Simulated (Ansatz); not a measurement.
Relaxed-ion elastic tensor of CsPbI3 (cubic perovskite, Pm-3m) in GPa (Voigt order), PBE (plane waves, PAW; program Ansatz); density 4.59 g/cm³, 52.19 Å³ per atom.

```
34.3   4.9   4.9   0.0   0.0   0.0
 4.9  34.3   4.9   0.0   0.0   0.0
 4.9   4.9  34.3   0.0   0.0   0.0
 0.0   0.0   0.0   3.6   0.0   0.0
 0.0   0.0   0.0   0.0   3.6   0.0
 0.0   0.0   0.0   0.0   0.0   3.6
```

**Question.** Is the crystal mechanically stable?

**Answer.** Yes: the smallest eigenvalue of C is 3.6 GPa.

**Question.** Work out the Voigt, Reuss and Hill averages.

**Answer.** K_V = 14.7, K_R = 14.7, K_H = 14.7; G_V = 8.0, G_R = 5.1, G_H = 6.6 GPa.

**Question.** Give Young's modulus, Poisson's ratio, Pugh's ratio and the universal anisotropy index.

**Answer.** E = 9KG/(3K + G) = 17.2 GPa; ν = 0.31; K/G = 2.24 (ductile by the Pugh limit of 1.75); A_U = 5G_V/G_R + K_V/K_R − 6 = 2.81.

**Question.** Estimate the sound speeds and the Debye temperature.

**Answer.** v_l = √((K + 4G/3)/ρ) = 2260 m/s, v_t = √(G/ρ) = 1200 m/s, mean 1340 m/s; Θ = (h/k)(3n/4πV)^(1/3) v_m = 107 K.

**Question.** Give the Zener ratio and Young's modulus along [100], [110] and [111].

**Answer.** A = 2C44/(C11 − C12) = 0.24; 1/E = S11 − 2(S11 − S12 − S44/2)Γ with Γ = 0, 1/4, 1/3 gives 33.0, 12.0, 9.9 GPa.

This is a known high-temperature phase of the composition, computed here at zero pressure and temperature. The cell was relaxed with PBE under the symmetry of its start; of distortions, only those at the zone centre were tested, and some modes there are weakly imaginary. Scalar-relativistic: spin–orbit coupling is off unless named, which matters more the heavier the elements.

Potentials: the later of the program's two PAW sets.
